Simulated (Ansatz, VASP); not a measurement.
## Sc in VASP and in Ansatz

```
Sc
1.0
    -1.84207    1.84207    1.84207
     1.84207   -1.84207    1.84207
     1.84207    1.84207   -1.84207
Sc
1
Direct
  0.00000 0.00000 0.00000
```

The cell was built by a generator and needn't be a form met in nature.

Alike in both runs: task relaxation of cell and atoms; functional PBEsol; k mesh 12 × 12 × 12; occupations fermi-dirac, width 0.1 eV; no spin polarisation.

```csv
,VASP,Ansatz
version,VASP 6.6.1,Ansatz 0.2.0
potentials or method,"VASP PAW PBE potentials, release 64 (Sc_sv)","plane waves (420 eV) with PAW, scalar-relativistic"
plane-wave cutoff (eV),600,420
valence electrons in the cell,11,11
```

Ansatz gave:

- relaxed volume (Å³/atom): 23.94
- relaxed cell length with the largest relative difference (Å): 3.145
- energy change over the relaxation (meV/atom): -8

Q: Which values does VASP return?

A: Relaxed volume (Å³/atom): 23.97; relaxed cell length with the largest relative difference (Å): 3.146; energy change over the relaxation (meV/atom): -7.

Ansatz warned: «pseudo_functional_mismatch».

Caveats: the PAW data sets were made with another functional, which shifts forces and pressure a little (VASP).
